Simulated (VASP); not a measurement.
## P: vibrations by finite differences with HSE06

Crystal: P.

```
P
1.0
     1.68291    0.97163    2.93125
    -1.68291    0.97163    2.93125
     0.00000   -1.94325    2.93125
P
2
Direct
  0.23082 0.23082 0.23082
  0.76918 0.76918 0.76918
```

This isn't the form of P at room conditions, which is orthorhombic.

| Item | Value |
| --- | --- |
| Program | VASP 6.6.1 |
| Task | vibrations by finite differences |
| Functional | HSE06 |
| Potentials or basis | VASP PAW PBE potentials, release 64 (P) |
| Cutoff | 520 eV |
| k mesh | 6 × 6 × 6 |
| Occupations | gaussian, width 0.02 eV |
| Spin | no spin polarisation |

```
Highest phonon frequency at Γ : 459 cm⁻¹
```

Phonon frequencies in cm⁻¹ (negative: imaginary):
| q point | frequencies |
| --- | --- |
| (0.000, 0.000, 0.000) | 0 0 0 199 199 459 |

Wall time 21 min on 4 MPI ranks on Intel(R) Xeon(R) Platinum 8488C (Sapphire Rapids) (shared host), peak memory 0.28 GiB a rank.

Caveat: the k mesh is coarse (spacing up to 0.38 Å⁻¹), so the values aren't converged, least of all with exact exchange.
